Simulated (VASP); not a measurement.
# CoO (Fm-3m) in VASP: further runs, part 2 of 2

VASP 6.6.1. Earlier steps stand in the parts before.

### 3 Hyperfine couplings, revPBE+U, collinear spin, ferrimagnetic start

This run uses another cell than the first one: it holds 4 atoms, not 2.

INCAR

```
SYSTEM = CoO
PREC = Accurate
ENCUT = 520
EDIFF = 1E-7
ISMEAR = -1
SIGMA = 0.02
LREAL = .False.
LASPH = .True.
NELM = 150
ALGO = Normal
ISIF = 2
LWAVE = .False.
LCHARG = .False.
ISPIN = 2
MAGMOM = 2 -1 0 0
LORBIT = 11
NUPDOWN = 0
LMAXMIX = 4
LDAU = .True.
LDAUTYPE = 2
LDAUL = 2 -1
LDAUU = 3.5 0
LDAUJ = 0 0
LDAUPRINT = 1
GGA = RE
LHYPERFINE = .True.
```

KPOINTS

```
regular mesh
0
Gamma
  11 11 11
  0 0 0
```

POSCAR

```
CoO
1.0
    2.1315000000      2.1315000000      4.2630000000
    2.1315000000     -2.1315000000      0.0000000000
    2.1315000000      2.1315000000      0.0000000000
Co O
2 2
Direct
    0.0000000000      0.0000000000      0.0000000000
    0.5000000000      0.5000000000      0.0000000000
    0.5000000000      0.0000000000      0.5000000000
    0.0000000000      0.5000000000      0.5000000000
```

Potentials or basis: VASP PAW PBE potentials, release 54 (Co, O).

Started as:

```console
cat potpaw_PBE.54/Co/POTCAR potpaw_PBE.54/O/POTCAR > POTCAR
mpirun -np 1 vasp_std > vasp.out
```

OUTCAR:

```text
SYSTEM = CoO
   PREC = Accurate
   ENCUT = 520
   EDIFF = 1E-7
   ISMEAR = -1
   LREAL = .False.
   LASPH = .True.
   NELM = 150
   ISIF = 2
   ISPIN = 2
   LORBIT = 11
   NUPDOWN = 0
   GGA = RE

 ion  position               nearest neighbor table
   1  0.000  0.000  0.000-   4 2.13   3 2.13   4 2.13   4 2.13   4 2.13   3 2.13   2 3.01   2 3.01
                             2 3.01   2 3.01   2 3.01   2 3.01   2 3.01   2 3.01
   2  0.500  0.500  0.000-   3 2.13   3 2.13   4 2.13   3 2.13   3 2.13   4 2.13   1 3.01   1 3.01
                             1 3.01   1 3.01   1 3.01   1 3.01   1 3.01   1 3.01
   3  0.500  0.000  0.500-   2 2.13   1 2.13   2 2.13   2 2.13   2 2.13   1 2.13
   4  0.000  0.500  0.500-   1 2.13   1 2.13   2 2.13   1 2.13   1 2.13   2 2.13

  LATTYP: Found a simple tetragonal cell.
 ALAT       =     3.0143962082
 C/A-ratio  =     1.4142135624

  Lattice vectors:

 A1 = (   2.1315000000,  -2.1315000000,   0.0000000000)
 A2 = (   2.1315000000,   2.1315000000,   0.0000000000)
 A3 = (   0.0000000000,   0.0000000000,   4.2630000000)

Analysis of symmetry for initial positions (statically):
=====================================================================
 Subroutine PRICEL returns following result:

[... 1446 lines left out ...]
  ion      A_pw      A_1PS     A_1AE     A_1c      A_tot
 -------------------------------------------------------------
   1      62.192    62.193    47.072   -67.255    47.071
   2     -62.191   -62.193   -47.070    67.255   -47.068
   3      -3.280    -3.278   -16.080     2.874   -16.082
   4       3.280     3.278    16.083    -2.873    16.086
 -------------------------------------------------------------

 Dipolar hyperfine coupling parameters (MHz)
 ---------------------------------------------------------------------
  ion      A_xx      A_yy      A_zz      A_xy      A_xz      A_yz
 ---------------------------------------------------------------------
   1      20.399    20.399   -40.798     0.000    -0.000    -0.000
   2     -20.399   -20.398    40.797    -0.000     0.000     0.000
   3      -6.140    -6.140    12.279    -0.000    -0.000    -0.000
   4       6.140     6.140   -12.280     0.000     0.000     0.000
 ---------------------------------------------------------------------

 Total hyperfine coupling parameters after diagonalization (MHz)
 (convention: |A_zz| > |A_xx| > |A_yy|)
 ----------------------------------------------------------------------
  ion      A_xx      A_yy      A_zz     asymmetry (A_yy - A_xx)/ A_zz
 ----------------------------------------------------------------------
   1      67.470     6.273    67.470      -0.907
   2     -67.467    -6.271   -67.467      -0.907
   3     -22.222    -3.803   -22.222      -0.829
   4      22.225     3.806    22.225      -0.829
 ---------------------------------------------------------------------

 total charge

# of ion       s       p       d       tot
------------------------------------------
    1        0.302   0.366   7.129   7.796
    2        0.302   0.366   7.129   7.796
    3        1.555   3.471   0.000   5.026
    4        1.555   3.471   0.000   5.026
--------------------------------------------------
tot          3.713   7.674  14.258  25.645

 magnetization (x)

# of ion       s       p       d       tot
------------------------------------------
    1        0.025   0.022   2.712   2.760
    2       -0.025  -0.022  -2.712  -2.760
    3       -0.009  -0.101   0.000  -0.110
    4        0.009   0.101   0.000   0.110
--------------------------------------------------
tot         -0.000  -0.000   0.000   0.000
```

stdout:

```text
POSCAR found type information on POSCAR CoO
 POSCAR found :  2 types and       4 ions
 scaLAPACK will be used
 -----------------------------------------------------------------------------
|                                                                             |
|                                                                             |
|     You enforced a specific xc type in the INCAR file but a different       |
|     I HOPE YOU KNOW WHAT YOU ARE DOING!                                     |
|                                                                             |
 -----------------------------------------------------------------------------

 LDA part: xc-table for (Slater+PW92), standard interpolation
 POSCAR, INCAR and KPOINTS ok, starting setup
 FFT: planning ... GRIDC
 FFT: planning ... GRID_SOFT
 FFT: planning ... GRID
 WAVECAR not read
 entering main loop
```

It took 5.5 min on 1 thread of Intel Xeon Platinum 8488C (Sapphire Rapids), shared host; peak memory 0.28 GiB.

The run converged, but a check on its numbers failed (symmetry, net force, bounds or a known fault of this set-up), so they aren't taken as properties of the crystal.

Caveat: the result breaks the symmetry of the cell; the PAW data sets were made with another functional, which shifts forces and pressure a little; the total moment is fixed, so each spin has its own Fermi level.

### 4 Elastic constants, PBEsol, collinear spin, ferromagnetic start

POSCAR

```
CoO
1.0
    0.0000000000      2.1315000000      2.1315000000
    2.1315000000      0.0000000000      2.1315000000
    2.1315000000      2.1315000000      0.0000000000
Co O
1 1
Direct
    0.0000000000      0.0000000000      0.0000000000
    0.5000000000      0.5000000000      0.5000000000
```

INCAR.step1

```
PREC = Accurate
ENCUT = 600
EDIFF = 1E-8
ISMEAR = 0
SIGMA = 0.02
LREAL = F
LASPH = T
NELM = 100
ALGO = Fast
ISIF = 3
LWAVE = F
LCHARG = F
ISPIN = 2
MAGMOM = 2 0
LORBIT = 11
LMAXMIX = 4
GGA = PS
IBRION = 2
NSW = 40
EDIFFG = -0.002
```

INCAR.step2

```
PREC = Accurate
ENCUT = 600
EDIFF = 1E-8
ISMEAR = 0
SIGMA = 0.02
LREAL = F
LASPH = T
NELM = 100
ALGO = Fast
ISIF = 3
LWAVE = F
LCHARG = F
ISPIN = 2
MAGMOM = 2 0
LORBIT = 11
LMAXMIX = 4
GGA = PS
IBRION = 6
NFREE = 2
POTIM = 0.015
NSW = 1
```

KPOINTS

```
regular mesh
0
Gamma
  8 8 8
```

Potentials or basis: VASP PAW PBE potentials, release 64 (Co, O).

Started as:

```console
cat potpaw_PBE.64/Co/POTCAR potpaw_PBE.64/O/POTCAR > POTCAR
cp INCAR.step1 INCAR
mpirun -np 1 vasp_std > vasp.out
cp CONTCAR POSCAR
cp INCAR.step2 INCAR
mpirun -np 1 vasp_std > vasp.out
```

Run time: 20 min. Hardware: 1 thread of AMD EPYC 7R43 (Zen 3), shared host; peak memory 0.23 GiB.

It converged, with:

| Property | Result |
| --- | --- |
| Relaxed volume | 9.05 Å³/atom |
| Relaxed cell | a = 2.947 Å, b = 2.947 Å, c = 2.947 Å, α = 60.00°, β = 60.00°, γ = 60.00° |
| Space group after relaxing (to 0.05 Å) | Fm-3m (No. 225) |
| Net moment | 2.83 μB per cell |
| Site moments | Co +2.48; O +0.29 μB |
| Valence electrons inside the program's atomic spheres | Co 7.92; O 4.98 |
| Elastic constants C11, C12, C44 | 274, 174, -31 GPa |
| Voigt bulk modulus | 207 GPa |
| Highest phonon frequency at Γ, LO-TO splitting left out | 104 cm⁻¹ |

Step by step:
```tsv
step	energy change (eV)	largest force (eV/Å)	pressure (GPa)	volume (Å³)
1	0.0000	0.0000	-12.34	19.37
2	-0.0350	0.0000	7.49	17.35
3	-0.0533	0.0000	0.48	18.06
4	-0.0534	0.0000	-0.07	18.11
5	-0.0534	0.0000	-0.07	18.11
6	-0.0534	0.0000	-0.07	18.11
7	-0.0534	0.0000	-0.06	18.11
8	-0.0534	0.0000	-0.07	18.11
9	-0.0534	0.0000	-0.07	18.11
10	-0.0534	0.0000	-0.07	18.11
11	-0.0534	0.0000	-0.07	18.11
12	-0.0534	0.0000	-0.07	18.11
13	-0.0534	0.0000	-0.07	18.11
14	-0.0534	0.0000	-0.06	18.11
15	-0.0534	0.0000	-0.07	18.11
16	-0.0534	0.0000	-0.05	18.11
17	-0.0534	0.0000	-0.03	18.11
```

Final structure:
```
CELL_PARAMETERS angstrom
0.00000 2.08418 2.08418
2.08418 0.00000 2.08418
2.08418 2.08418 0.00000
ATOMIC_POSITIONS crystal
Co 0.00000 0.00000 0.00000
O 0.50000 0.50000 0.50000
```

Phonon frequencies in cm⁻¹ (negative: imaginary):
```csv
q point,frequencies
"(0.000, 0.000, 0.000)",0 0 0 104 104 104
```

Elastic tensor in Voigt notation (GPa, in the Cartesian axes of the cell as first typed):
```
274 174 174   0   0   0
174 274 174   0   0   0
174 174 274   0   0   0
  0   0   0 -31   0   0
  0   0   0   0 -31   0
  0   0   0   0   0 -31
```

Clamped-ion elastic tensor (GPa):
```
274 174 174   0   0   0
174 274 174   0   0   0
174 174 274   0   0   0
  0   0   0 -31   0   0
  0   0   0   0 -31   0
  0   0   0   0   0 -31
```

Caveat: the elastic tensor has a negative eigenvalue, so either the cell is unstable as it stands or the mesh is too thin; the PAW data sets were made with another functional, which shifts forces and pressure a little; a cell with one magnetic atom can't hold antiferromagnetic order, which such compounds often take.

### 5 Optical spectrum, PBEsol, collinear spin, ferromagnetic start

INCAR

```
PREC = Accurate ; ENCUT = 520
EDIFF = 1E-7 ; ISMEAR = 0
SIGMA = 0.02 ; LREAL = F
LASPH = T ; NELM = 120
ALGO = Normal ; ISIF = 2
LWAVE = F ; LCHARG = F
ISPIN = 2 ; MAGMOM = 2 0
LORBIT = 11 ; LMAXMIX = 4
GGA = PS ; LOPTICS = T
NBANDS = 56 ; NEDOS = 2000
CSHIFT = 0.1
```

KPOINTS

```
regular mesh
0
Gamma
  11 11 11
```

POSCAR is that of step 4.

Potentials or basis: VASP PAW PBE potentials, release 64 (Co, O).

Started as:

```console
cat potpaw_PBE.64/Co/POTCAR potpaw_PBE.64/O/POTCAR > POTCAR
mpirun -np 1 vasp_std > vasp.out
```

OUTCAR:

```text
PREC = Accurate
   ENCUT = 520
   EDIFF = 1E-7
   ISMEAR = 0
   LREAL = F
   LASPH = T
   NELM = 120
   ISIF = 2
   ISPIN = 2
   LORBIT = 11
   GGA = PS

 ion  position               nearest neighbor table
   1  0.000  0.000  0.000-   2 2.13   2 2.13   2 2.13   2 2.13   2 2.13   2 2.13
   2  0.500  0.500  0.500-   1 2.13   1 2.13   1 2.13   1 2.13   1 2.13   1 2.13

  LATTYP: Found a face centered cubic cell.
 ALAT       =     4.2630000000

  Lattice vectors:

 A1 = (   0.0000000000,   2.1315000000,   2.1315000000)
 A2 = (   2.1315000000,   0.0000000000,   2.1315000000)
 A3 = (   2.1315000000,   2.1315000000,   0.0000000000)

Analysis of symmetry for initial positions (statically):
=====================================================================
 Subroutine PRICEL returns:
 Original cell was already a primitive cell.

 Routine SETGRP: Setting up the symmetry group for a
 face centered cubic supercell.

 Subroutine GETGRP returns: Found 48 space group operations
 (whereof 48 operations were pure point group operations)
 out of a pool of 48 trial point group operations.

The static configuration has the point symmetry O_h .

[... 1278 lines left out ...]
  energy  without entropy=      -13.9427823036  energy(sigma->0) =      -13.94303727

 electrical conductivity sigma (Mega S m-1) (frequency dependency in vasprun.xml)
  --------------------------------------------------------------------------------------
       0.005       0.000       0.000
       0.000       0.005       0.000
       0.000       0.000       0.005

  frequency dependent IMAGINARY DIELECTRIC FUNCTION (independent particle, no local field effects) density-density
     E(ev)      X         Y         Z        XY        YZ        ZX
  --------------------------------------------------------------------------------------------------------------
     0.00000     0.00000     0.00000     0.00000     0.00000     0.00000     0.00000
     1.38649     4.78543     4.78543     4.78543    -0.00000    -0.00000    -0.00000
     2.77299     1.41736     1.41736     1.41736    -0.00000     0.00000     0.00000
     4.15948     5.63211     5.63211     5.63211     0.00000    -0.00000     0.00000
     5.54598     5.94717     5.94717     5.94717     0.00000     0.00000    -0.00000
     6.93247     3.74423     3.74423     3.74423     0.00000     0.00000    -0.00000
[... 92 lines left out ...]
   135.87642     0.00009     0.00009     0.00009     0.00000    -0.00000    -0.00000
   137.26292     0.00009     0.00009     0.00009     0.00000    -0.00000    -0.00000

  frequency dependent      REAL DIELECTRIC FUNCTION (independent particle, no local field effects) density-density
     E(ev)        X           Y           Z          XY          YZ          ZX
  --------------------------------------------------------------------------------------------------------------
     0.00000   135.70428   135.70428   135.70428     0.00000    -0.00000    -0.00000
     1.38649     1.75911     1.75911     1.75911    -0.00000     0.00000     0.00000
     2.77299     5.28639     5.28639     5.28639    -0.00000    -0.00000     0.00000
     4.15948     6.91609     6.91609     6.91609    -0.00000    -0.00000     0.00000
     5.54598     1.78089     1.78089     1.78089     0.00000     0.00000     0.00000
     6.93247     0.97433     0.97433     0.97433    -0.00000    -0.00000    -0.00000
[... 92 lines left out ...]
   135.87642     0.94562     0.94562     0.94562     0.00000     0.00000     0.00000
   137.26292     0.94689     0.94689     0.94689     0.00000     0.00000     0.00000

  frequency dependent IMAGINARY DIELECTRIC FUNCTION (independent particle, no local field effects) current-current
     E(ev)      X         Y         Z        XY        YZ        ZX
  --------------------------------------------------------------------------------------------------------------
     0.00000   223.05419   223.05419   223.05419    -0.00000     0.00000    -0.00000
     1.38649     4.89653     4.89653     4.89653    -0.00000    -0.00000    -0.00000
     2.77299     1.72870     1.72870     1.72870    -0.00000    -0.00000    -0.00000
     4.15948     5.92356     5.92356     5.92356    -0.00000    -0.00000     0.00000
     5.54598     5.97461     5.97461     5.97461    -0.00000     0.00000     0.00000
     6.93247     3.74335     3.74335     3.74335     0.00000     0.00000    -0.00000
[... 92 lines left out ...]
   135.87642     0.00001     0.00001     0.00001    -0.00000     0.00000     0.00000
   137.26292     0.00001     0.00001     0.00001    -0.00000     0.00000     0.00000

  frequency dependent      REAL DIELECTRIC FUNCTION (independent particle, no local field effects) current-current
     E(ev)        X           Y           Z          XY          YZ          ZX
  --------------------------------------------------------------------------------------------------------------
     0.00000     7.84268     7.84268     7.84268    -0.00000     0.00000    -0.00000
     1.38649     1.82546     1.82546     1.82546     0.00000    -0.00000     0.00000
     2.77299     5.37270     5.37270     5.37270     0.00000     0.00000     0.00000
     4.15948     6.73022     6.73022     6.73022    -0.00000    -0.00000     0.00000
     5.54598     1.61419     1.61419     1.61419     0.00000     0.00000    -0.00000
     6.93247     0.89630     0.89630     0.89630    -0.00000     0.00000    -0.00000
[... 92 lines left out ...]
   135.87642     0.94570     0.94570     0.94570    -0.00000    -0.00000    -0.00000
   137.26292     0.94697     0.94697     0.94697    -0.00000    -0.00000    -0.00000

 total charge

# of ion       s       p       d       tot
------------------------------------------
    1        0.297   0.360   7.138   7.795
    2        1.550   3.400   0.000   4.950
--------------------------------------------------
tot          1.847   3.760   7.138  12.745

 magnetization (x)

# of ion       s       p       d       tot
------------------------------------------
    1        0.020   0.017   2.562   2.599
    2        0.029   0.306   0.000   0.335
--------------------------------------------------
tot          0.049   0.323   2.562   2.934
```

stdout:

```text
POSCAR found type information on POSCAR CoO
 POSCAR found :  2 types and       2 ions
 scaLAPACK will be used
 -----------------------------------------------------------------------------
|                                                                             |
|                                                                             |
|     You enforced a specific xc type in the INCAR file but a different       |
|     I HOPE YOU KNOW WHAT YOU ARE DOING!                                     |
|                                                                             |
 -----------------------------------------------------------------------------

 LDA part: xc-table for (Slater+PW92), standard interpolation
 POSCAR, INCAR and KPOINTS ok, starting setup
 FFT: planning ... GRIDC
 FFT: planning ... GRID_SOFT
 FFT: planning ... GRID
 WAVECAR not read
 entering main loop
 optical routines
 imaginary and real dielectric function
 recalculating local potential from charge density
 direction            1
 direction            2
 direction            3
```

Run time: 3.9 min. Hardware: 1 thread of AMD EPYC 7R43 (Zen 3), shared host; peak memory 0.21 GiB.

Results:

```
Free energy                                           : -13.9433 eV
Pressure                                              : -11.0 GPa
Band gap on the k mesh                                : none (metal or under the smearing width)
Net moment                                            : 2.99 μB per cell
Site moments                                          : Co +2.60; O +0.34 μB
Valence electrons inside the program's atomic spheres : Co 7.79; O 4.95
```

Levels at points of the mesh, in eV from the Fermi level:
Spin up:
| k point | band 5 | band 6 | band 7 | band 8 | band 9 | band 10 | band 11 | band 12 | band 13 | band 14 |
| --- | --- | --- | --- | --- | --- | --- | --- | --- | --- | --- |
| (0.00, 0.00, 0.00) | -3.22 | -3.22 | -3.18 | -3.18 | -3.18 | 0.82 | 16.55 | 17.88 | 17.88 | 17.88 |
Spin down:
| k point | band 4 | band 5 | band 6 | band 7 | band 8 | band 9 |
| --- | --- | --- | --- | --- | --- | --- |
| (0.00, 0.00, 0.00) | -2.57 | -1.11 | -1.11 | -1.11 | -0.14 | -0.14 |

Dielectric function (mean over the directions given):
```
energy (eV)  real part  imaginary part
       0.28      10.89           62.31
       1.25       1.21            4.57
       2.29       3.84            1.70
       3.33       5.90            1.88
       4.37       5.71            5.43
       5.41       2.09            6.71
       6.45       1.34            5.39
       7.49       0.87            2.31
       8.53       1.32            2.10
       9.57       2.33            1.99
      10.61       2.38            2.60
      11.65       1.31            3.50
      12.69       0.72            2.96
      13.73       1.13            2.35
      14.77       0.76            3.23
      15.81       1.09            3.20
      16.85      -0.84            2.26
      17.89      -0.53            1.40
      18.93       0.02            1.06
      19.97      -0.30            1.23
```

Caveat: spectra need much finer meshes, so this one isn't converged; independent-particle spectra lack excitons; the intraband (Drude) part of a metal's response may be missing; the PAW data sets were made with another functional, which shifts forces and pressure a little; a cell with one magnetic atom can't hold antiferromagnetic order, which such compounds often take; semilocal functionals often make such compounds metallic where correlation or magnetic order opens a gap, which also shifts bond lengths. With open d or f shells a metallic result of PBEsol can be an artefact of self-interaction; +U or a hybrid may open a gap.

### 6 Overview

```tsv
task	level	U	cell	k mesh	cutoff (eV)	smearing	LDAUTYPE	hund's J	atoms held fixed (from 0)	ions in elastic constants	gap on the mesh (eV)	pressure (GPa)	moment (μB)
relaxation of the atoms	optB86b-vdW+U	Co d U = 7 eV, J = 1.0 eV	atoms relaxed from: cell strained at random at fixed volume	11 × 11 × 11	520	gaussian 0.05 eV	1	1	[0]	-	2.09	-0.1	3.00
elastic constants	PBEsol	-	relaxed	8 × 8 × 8	600	gaussian 0.02 eV	-	-	-	relaxed	-	-	2.83
optical spectrum	PBEsol	-	as given	11 × 11 × 11	520	gaussian 0.02 eV	-	-	-	-	none	-11.0	2.99
```

Alike in all rows: potentials or basis VASP PAW PBE potentials, release 64 (Co, O); spin collinear, ferromagnetic start.

Caveats: the PAW data sets were made with another functional, which shifts forces and pressure a little; a cell with one magnetic atom can't hold antiferromagnetic order, which such compounds often take; the relaxation stopped at its first step, so nothing moved (some runs); an odd mesh through Γ misses points on the zone boundary, where band edges often lie (some runs); the elastic tensor has a negative eigenvalue, so either the cell is unstable as it stands or the mesh is too thin (some runs); spectra need much finer meshes, so this one isn't converged (some runs); independent-particle spectra lack excitons (some runs).

Absolute energies hang on the potentials; compare differences alone.
